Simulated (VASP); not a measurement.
# Au (Fm-3m) in VASP: further runs

Aim: see how the results for Au move with the level of theory and the settings. Levels: LDA, r2SCAN, PBE. Tasks: band structure, density of states.

Everything below comes from runs of VASP 6.6.1. Logs are shortened: lines on timing, memory, paths and dates and some standing lists are left out, and cuts for length are marked.

## Step 1: The crystal as given

The structure is cubic, space group Fm-3m (No. 225). Conventional cell: a = 4.082 Å, b = 4.082 Å, c = 4.082 Å, α = 90.00°, β = 90.00°, γ = 90.00°. Around Au (site symmetry m-3m) lie 12 Au at 2.89 Å.

## Step 2: Band structure, LDA

Contents of INCAR:

```
PREC = Accurate
ENCUT = 520
EDIFF = 1E-6
ISMEAR = 1
SIGMA = 0.1
LREAL = F
LASPH = T
NELM = 80
ALGO = Normal
ISIF = 2
LWAVE = F
LCHARG = F
LMAXMIX = 4
```

Contents of KPOINTS:

```
regular mesh
0
Gamma
  16 16 16
```

Contents of POSCAR:

```
Au                                      
1.0
    0.0000000000      2.0408538050      2.0408538050
    2.0408538050      0.0000000000      2.0408538050
    2.0408538050      2.0408538050      0.0000000000
  Au            
     1
Direct
     0.0000000000000000    0.0000000000000000    0.0000000000000000
```

Contents of KPOINTS_OPT:

```
explicit points
252
Reciprocal
 0.0000000000  0.0000000000  0.0000000000 1
 0.0357142857  0.0000000000  0.0357142857 1
 0.0714285714  0.0000000000  0.0714285714 1
 0.1071428571  0.0000000000  0.1071428571 1
 0.1428571429  0.0000000000  0.1428571429 1
 0.1785714286  0.0000000000  0.1785714286 1
[... 244 lines left out ...]
 0.4919843700  0.0080156300  0.5000000000 1
 0.5080156300 -0.0080156300  0.5000000000 1
```

Potentials or basis: VASP PAW LDA potentials, release 64 (Au).

On the command line:

```sh
$ cat potpaw_LDA.64/Au/POTCAR > POTCAR
$ mpirun -np 1 vasp_std > vasp.out
```

OUTCAR:

```text
PREC = Accurate
   ENCUT = 520
   EDIFF = 1E-6
   ISMEAR = 1
   LREAL = F
   LASPH = T
   NELM = 80
   ISIF = 2

 ion  position               nearest neighbor table
   1  0.000  0.000  0.000-

  LATTYP: Found a face centered cubic cell.
 ALAT       =     4.0817076100

  Lattice vectors:

 A1 = (   0.0000000000,   2.0408538050,   2.0408538050)
 A2 = (   2.0408538050,   0.0000000000,   2.0408538050)
 A3 = (   2.0408538050,   2.0408538050,   0.0000000000)

Analysis of symmetry for initial positions (statically):
=====================================================================
 Subroutine PRICEL returns:
 Original cell was already a primitive cell.

 Routine SETGRP: Setting up the symmetry group for a
 face centered cubic supercell.

 Subroutine GETGRP returns: Found 48 space group operations
 (whereof 48 operations were pure point group operations)
 out of a pool of 48 trial point group operations.

The static configuration has the point symmetry O_h .

Analysis of symmetry for dynamics (positions and initial velocities):
=====================================================================
 Subroutine PRICEL returns:
 Original cell was already a primitive cell.

 Routine SETGRP: Setting up the symmetry group for a
 face centered cubic supercell.

 Subroutine GETGRP returns: Found 48 space group operations
 (whereof 48 operations were pure point group operations)
 out of a pool of 48 trial point group operations.

The dynamic configuration has the point symmetry O_h .

 Subroutine INISYM returns: Found 48 space group operations
 (whereof 48 operations are pure point group operations),
 and found     1 'primitive' translations

----------------------------------------------------------------------------------------

                                     Primitive cell

  volume of cell :      17.0007

  direct lattice vectors                    reciprocal lattice vectors
     0.000000000  2.040853805  2.040853805    -0.244995501  0.244995501  0.244995501
     2.040853805  0.000000000  2.040853805     0.244995501 -0.244995501  0.244995501
     2.040853805  2.040853805  0.000000000     0.244995501  0.244995501 -0.244995501

  length of vectors
     2.886203130  2.886203130  2.886203130     0.424344655  0.424344655  0.424344655

  position of ions in fractional coordinates (direct lattice)
     0.000000000  0.000000000  0.000000000
[... 79 lines left out ...]
   NSW    =      0    number of steps for IOM
   IBRION =     -1    ionic relax: 0-MD 1-quasi-New 2-CG
   NFREE  =      0    steps in history (QN), initial steepest desc. (CG)
   ISIF   =      2    stress and relaxation
   ISYM   =      2    0-nonsym 1-usesym 2-fastsym
   POTIM  = 0.5000    time-step for ionic-motion
   TEBEG  =    0.0;   TEEND  =   0.0 temperature during run
   PSTRESS=    0.0 pullay stress
   NELECT =      11.0000    total number of electrons
   NUPDOWN=      -1.0000    fix difference up-down
   EMIN   =  10.00;   EMAX   =-10.00  energy-range for DOS
   EFERMI =   0.00;   METHOD = LEGACY
   ISMEAR =     1;   SIGMA  =   0.10  broadening in eV -4-tet -1-fermi 0-gaus
   EFERMI_NEDOS =   21; number of points for ismear=-14 and -15
   IALGO  =     38    algorithm
   IMIX   =      4    mixing-type and parameters
     AMIX     =   0.40;   BMIX     =  1.00
     AMIX_MAG =   1.60;   BMIX_MAG =  1.00
  volume/ion in A,a.u.               =      17.00       114.73
  Fermi-wavevector in a.u.,A,eV,Ry     =   1.415958  2.675773 27.278841  2.004938
  Thomas-Fermi vector in A             =   2.537343
   LORBIT       =      0    0 simple, 1 ext, 2 COOP (PROOUT), +10 PAW based schemes
   GGA     = CA    functional components
   LHFCALC =     F    Hartree Fock is set to
   AEXX    =    0.0000 exact exchange contribution
   IVDW    =     0    specifies the selected vdW correction
   LEPSILON=     F    determine dielectric tensor
   LRPA    =     F    only Hartree local field effects (RPA)
 non-spin polarized calculation
 Methfessel and Paxton  Order N= 1 SIGMA  =   0.10
  energy-cutoff  :      520.00
  volume of cell :       17.00
 maximum number of plane-waves:       474
 NGX is ok and might be reduce to    24
   NGX = 11   NGY = 11   NGZ = 11

 number of electron      11.0000000 magnetization

 Free energy of the ion-electron system (eV)
  ---------------------------------------------------
  ext. energy  EPLUGINS =         0.00000000
  ---------------------------------------------------
  free energy    TOTEN  =        -4.44033690 eV

  energy without entropy =       -4.44022901  energy(sigma->0) =       -4.44030093

 E-fermi :   9.2844     XC(G=0): -12.9972

 val. band max:        9.1832032112   @ k =   0.5000   0.2500   0.1250
 cond. band min:       9.2995927868   @ k =   0.5000   0.3125   0.1250
 fundamental gap:      0.1163895755
 Fermi energy:         9.2843921475

 k-point     1 :       0.0000    0.0000    0.0000
  band No.  band energies     occupation
      1      -0.6144      2.00000
      2       4.6027      2.00000
      3       4.6027      2.00000
      4       4.6027      2.00000
      5       6.1484      2.00000
      6       6.1484      2.00000
      7      23.8097      0.00000
      8      27.7774      0.00000
      9      27.7774      0.00000
[... 265 lines left out ...]
 k-point    24 :      -0.0625    0.0625    0.0000
  band No.  band energies     occupation
      1      -0.2536      2.00000
      2       4.4700      2.00000
      3       4.7160      2.00000
      4       4.7512      2.00000
      5       6.0215      2.00000
      6       6.1738      2.00000
      7      24.2180      0.00000
      8      26.0919      0.00000
      9      27.5652      0.00000

 [... further k-points ...]

------------------------ aborting loop because EDIFF is reached ----------------------------------------

  FORCE on cell =-STRESS in cart. coord.  units (eV):
  Direction    XX          YY          ZZ          XY          YZ          ZX
  --------------------------------------------------------------------------------------
  -------------------------------------------------------------------------------------
  Total       -0.4307388     -0.4307388     -0.4307388      0.0000000      0.0000000      0.0000000
  in kB      -40.5937200    -40.5937200    -40.5937200      0.0000000      0.0000000      0.0000000
  external PRESSURE =     -40.5937200 kB  Pullay stress =       0.0000000 kB

 VOLUME and BASIS-vectors are now :
 -----------------------------------------------------------------------------
  energy-cutoff  :      520.00
  volume of cell :       17.00
      direct lattice vectors                 reciprocal lattice vectors
     0.000000000  2.040853805  2.040853805    -0.244995501  0.244995501  0.244995501
     2.040853805  0.000000000  2.040853805     0.244995501 -0.244995501  0.244995501
     2.040853805  2.040853805  0.000000000     0.244995501  0.244995501 -0.244995501

 POSITION                                       TOTAL-FORCE (eV/Angst)
 -----------------------------------------------------------------------------------
      0.00000      0.00000      0.00000        -0.000000     -0.000000      0.000000
 -----------------------------------------------------------------------------------
    total drift:                                0.000000      0.000000      0.000000

  FREE ENERGIE OF THE ION-ELECTRON SYSTEM (eV)
  ---------------------------------------------------
  free  energy   TOTEN  =        -4.4403368955 eV

  energy  without entropy=       -4.4402290110  energy(sigma->0) =       -4.44030093
```

Wall time 19 s (1 thread of AMD EPYC 9R45 (Zen 5), shared host); peak memory 0.12 GiB.

Results:

```yaml
Free_energy: -4.4403 eV
Pressure: -4.1 GPa
Band_gap_along_the_path: none (metal or under the smearing width)
```

Levels at the corners of the path, in eV from the Fermi level:
```tsv
point	band 3	band 4	band 5	band 6	band 7	band 8
Γ	-4.68	-4.68	-3.14	-3.14	14.53	18.49
X	-1.96	-1.60	-1.60	1.00	5.80	9.97
X	-1.96	-1.60	-1.60	1.00	5.80	9.97
W	-5.15	-3.30	-1.60	4.72	6.31	6.31
W	-5.15	-3.30	-1.60	4.72	6.31	6.31
K	-3.82	-2.85	-2.06	3.84	4.69	7.48
K	-3.82	-2.85	-2.06	3.84	4.69	7.48
Γ	-4.68	-4.68	-3.14	-3.14	14.53	18.49
Γ	-4.68	-4.68	-3.14	-3.14	14.53	18.49
L	-4.71	-1.92	-1.92	-0.98	3.10	13.98
L	-4.71	-1.92	-1.92	-0.98	3.10	13.98
U	-3.82	-2.85	-2.06	3.84	4.69	7.48
U	-3.82	-2.85	-2.06	3.84	4.69	7.48
W	-5.15	-3.30	-1.60	4.72	6.31	6.31
W	-5.15	-3.30	-1.60	4.72	6.31	6.31
L	-4.71	-1.92	-1.92	-0.98	3.10	13.98
L	-4.71	-1.92	-1.92	-0.98	3.10	13.98
K	-3.82	-2.85	-2.06	3.84	4.69	7.48
U	-3.82	-2.85	-2.06	3.84	4.69	7.48
X	-1.96	-1.60	-1.60	1.00	5.80	9.97
```

Caveat: spin-orbit coupling is left out, which moves the levels of the heavy elements.

(Part 1 of 2 ends here.)
